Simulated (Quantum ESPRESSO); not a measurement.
Au, 1 atom in the cell. The structure is cubic, space group Im-3m (No. 229). The conventional cell has a = 3.315 Å, b = 3.315 Å, c = 3.315 Å, α = 90.00°, β = 90.00°, γ = 90.00°. Au (site symmetry m-3m) has 8 Au at 2.87 Å as nearest neighbours. This isn't the form of Au at room conditions, which is fcc.

```yaml
Program: Quantum ESPRESSO 7.5
Task: single point
Functional: PBEsol
Potentials_or_basis: GBRV 1.5 PBEsol
Cutoff: 612 eV
Density_cutoff: 4898 eV
k_mesh: 11 × 11 × 11
Occupations: fermi-dirac, width 0.05 eV
Spin: no spin polarisation
Mixing_beta: 0.5
Most_SCF_iterations: 120
SCF_threshold: 2e-10 Ry
```

Potentials or basis: GBRV 1.5 PBEsol.

Launch:

```bash
$ OMP_NUM_THREADS=1 mpirun -n 2 pw.x -nk 2 -in pw.in > pw.out
$ OMP_NUM_THREADS=1 mpirun -n 1 pp.x -in pp_density.in > pp_density.out
$ OMP_NUM_THREADS=1 mpirun -n 1 pp.x -in pp_potential.in > pp_potential.out
```

Hardware: 2 MPI ranks on Intel(R) Xeon(R) 6975P-C (Granite Rapids), on a shared host.

Q: Estimate the wall time of this run.

A: Run time: 7.1 s on 2 MPI ranks on Intel(R) Xeon(R) 6975P-C (Granite Rapids) (shared host), peak memory 0.2 GiB a rank. Counts: scf iterations 8, k pools 2, bands 11, k points 56, g dense 14171.
